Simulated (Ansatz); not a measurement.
# KI, response to strain

Start from KI in the rock salt structure (space group Fm-3m, No. 225; a = 7.006 Å). Axes: x, y, z lie along the cube axes.

Strains are applied to the cell and any free atomic positions relax; under biaxial strain the out-of-plane vector relaxes too.

All numbers come from PBEsol (Ansatz, a program for electronic structure, PAW, scalar-relativistic without spin-orbit coupling).

Notes on the quantities. energy relative to the base: free energy F; pressure: mean of the normal stresses, compression positive.

```csv
case,energy relative to the base,pressure,out-of-plane strain
base,0 meV/atom,0.01 GPa,–
"biaxial strain −2.50 %, plane normal [111], relaxed out of plane",…,0.28 GPa,+2.89 %
"biaxial strain −1.67 %, plane normal [111], relaxed out of plane",+1.2 meV/atom,0.18 GPa,+1.96 %
"biaxial strain −1.25 %, plane normal [111], relaxed out of plane",+0.7 meV/atom,0.13 GPa,+1.49 %
"biaxial strain −0.83 %, plane normal [111], relaxed out of plane",+0.3 meV/atom,0.09 GPa,…
"biaxial strain −0.42 %, plane normal [111], relaxed out of plane",+0.1 meV/atom,0.05 GPa,+0.53 %
"biaxial strain +0.42 %, plane normal [111], relaxed out of plane",+0.1 meV/atom,-0.04 GPa,-0.45 %
"biaxial strain +1.25 %, plane normal [111], relaxed out of plane",+0.6 meV/atom,-0.12 GPa,-1.44 %
"biaxial strain +1.67 %, plane normal [111], relaxed out of plane",+1.1 meV/atom,-0.16 GPa,-1.95 %
"biaxial strain +2.08 %, plane normal [111], relaxed out of plane",…,-0.19 GPa,-2.46 %
```

What belongs in the blanks?


- biaxial strain −2.50 %, plane normal [111], relaxed out of plane, energy relative to the base: +2.7 meV/atom
- biaxial strain −0.83 %, plane normal [111], relaxed out of plane, out-of-plane strain: +1.01 %
- biaxial strain +2.08 %, plane normal [111], relaxed out of plane, energy relative to the base: +1.6 meV/atom

Stability against distortions was not tested.
